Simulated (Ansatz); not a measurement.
α-phase Li3N, treated with RPBE (Ansatz, a first-principles code, PAW).

Settings: plane-wave cutoff 520 eV, 12×12×10 k mesh (along the axes of the cell as run), Fermi–Dirac smearing 0.01 eV, scalar-relativistic PAW data made under PBE.

The cell is scaled about its equilibrium volume (c/a stays at 1.061):

Shape and atoms are relaxed at each volume.

```json
[
 {"V (Å³/atom)": "11.032", "P (GPa)": "2.17", "direct gap at Γ (eV)": "1.271", "smallest gap on the k mesh (eV)": "1.064"},
 {"V (Å³/atom)": "11.262", "P (GPa)": "1.04", "direct gap at Γ (eV)": "1.212", "smallest gap on the k mesh (eV)": "1.010"},
 {"V (Å³/atom)": "11.492", "P (GPa)": "0.00", "direct gap at Γ (eV)": "1.155", "smallest gap on the k mesh (eV)": "0.958"},
 {"V (Å³/atom)": "11.721", "P (GPa)": "-0.94", "direct gap at Γ (eV)": "1.100", "smallest gap on the k mesh (eV)": "0.907"},
 {"V (Å³/atom)": "11.951", "P (GPa)": "-1.80", "direct gap at Γ (eV)": "1.047", "smallest gap on the k mesh (eV)": "0.858"}
]
```

The fundamental gap (0.96 eV at the equilibrium volume, with added k points) lies elsewhere than Γ–Γ.

Measured, for comparison: band gap 2.15 eV (4 K, zero-point motion not removed, indirect, optical absorption, E parallel c; as tabulated in Brendecke and Bludau (1979), doi:10.1063/1.326533).

Note: the bulk modulus comes from volumes at which shape and atoms were relaxed.
